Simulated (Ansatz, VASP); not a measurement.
MnS: VASP beside Ansatz

```
CELL_PARAMETERS angstrom
0.00000 2.82314 2.82314
2.82314 0.00000 2.82314
2.82314 2.82314 0.00000
ATOMIC_POSITIONS crystal
Mn 0.00000 0.00000 0.00000
S 0.75000 0.75000 0.75000
```

Change from the starting cell: volume scaled by 1.025.

Alike in both runs: task single point; functional PBE; k mesh 10 × 10 × 10; occupations fermi-dirac, width 0.05 eV; collinear spin.

|  | VASP | Ansatz |
| --- | --- | --- |
| version | VASP 6.6.1 | Ansatz 0.2.0 |
| potentials or method | VASP PAW PBE potentials, release 64 (Mn_pv, S), cutoff 520 eV | all-electron LAPW, scalar-relativistic |

Ansatz gave:

| Property | Result |
| --- | --- |
| pressure (GPa) | -0.2 |
| net moment per atom (μB) | 2.48 |
| size of the moment on the site where the two differ most (μB) | 4.49 |

Problem. Estimate VASP's values.

Solution. Pressure (GPa): -0.2; net moment per atom (μB): 2.48; size of the moment on the site where the two differ most (μB): 4.36.

Site moments also hang on the region over which each program counts them. Ansatz ran all-electron here, so the differences hold the error of VASP's frozen core and of both bases.

Caveats: a cell with one magnetic atom can't hold antiferromagnetic order, which such compounds often take.
